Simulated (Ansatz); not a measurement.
## BP: from Born charge to LO–TO splitting and polaron coupling

Method: DFT PBE, scalar-relativistic, plane waves, PAW in Ansatz 0.2.0. Settings: 420 eV plane-wave cutoff, Γ-centred 10×10×10 mesh, fixed occupations. No spin polarisation. Phonons by linear response, acoustic sum rule imposed.

The cell, relaxed at this level:
```
CELL_PARAMETERS angstrom
0.00000 2.27419 2.27419
2.27419 0.00000 2.27419
2.27419 2.27419 0.00000
ATOMIC_POSITIONS crystal
B 0.00000 0.00000 0.00000
P 0.25000 0.25000 0.25000
```

Linear response gives ν_TO = 799.6 cm⁻¹, Born charges ±0.492 e (positive on P) and ε∞ = 9.158. The primitive cell holds 23.524 Å³, and the masses are 10.810 and 30.974 amu.

Task: Find ν_LO and the static dielectric constant.

Result: The long-wave field adds a restoring force: ω_LO² − ω_TO² = Z*²e²/(ε_vac ε∞ μV). In these units ν_LO² − ν_TO² = 4.92064×10⁷ Z*²/(μ V ε∞) cm⁻², with μ = m₁m₂/(m₁ + m₂) = 8.013 amu: 6892 cm⁻². So ν_LO = √(799.6² + 6892) = 803.9 cm⁻¹, and the run gives 803.9. Lyddane–Sachs–Teller then gives ε0 = ε∞ (ν_LO/ν_TO)² = 9.26, against 9.26 in the run (it forms both from the same three quantities, so the match checks the arithmetic only). Between ν_TO and ν_LO the dielectric function is negative and an undamped crystal reflects fully: a reststrahlen band from 12.4 to 12.5 μm.

Task: What do the Clausius–Mossotti polarisability and the Szigeti charge come to?

Result: With the Lorentz local field, α = (3V/4π)(ε∞ − 1)/(ε∞ + 2) = 4.11 Å³ for the pair, and e_S = 3Z*/(ε∞ + 2) = 0.13 e. The Born charge includes the electrons' response to the dipole's own local field, and e_S takes that enhancement out. The Lorentz field assumes point-like polarisable ions, a poor picture once ε∞ is this large, since the electron clouds then overlap or are shared, so both numbers are formal here.

Task: How strongly does a slow electron couple to the LO mode?

Result: For one isotropic parabolic band, Fröhlich's constant is α_F = (1/ε∞ − 1/ε0) √(m* Ry/ħω_LO), with Ry = 13.606 eV, ħω_LO = 99.7 meV and m* in free-electron masses: α_F = 0.0012 × 11.68 × √m* = 0.01 √m*. The band mass isn't part of this run; for m* = 0.1, 0.3 and 1 it gives 0.00, 0.01, 0.01. In weak coupling the polaron lies α_F ħω_LO below the band edge (1 meV at m* = 0.3) with a mass m*(1 + α_F/6); past α_F of about 5 or 6 that expansion fails. A semilocal functional's ε∞ tends to be too large, which taken alone lowers α_F.

BP behaves here as an almost purely covalent crystal with a small infrared dipole. The optical modes are high because stiff, directional sp³ bonds act on a small reduced mass, not because of ionic forces. The long-range field adds little to them: the Born charge is only 0.492 e, enters squared, and is further screened by the easily polarised valence electrons. The same weakness keeps ε0 close to ε∞ and makes Fröhlich coupling very small for every band mass tried.

The positive charge on P reverses the usual III–V assignment. Boron and phosphorus have similar electronegativities, and boron's compact 2p shell, with no p core beneath it, probably helps draw bonding charge towards B as the atoms move. Because a Born charge measures this dynamical flow, its sign doesn't establish a static B anion, and the splitting, being quadratic, can't test it. Weak polar coupling doesn't by itself imply high mobility, since deformation-potential scattering by acoustic and optical phonons remains open.
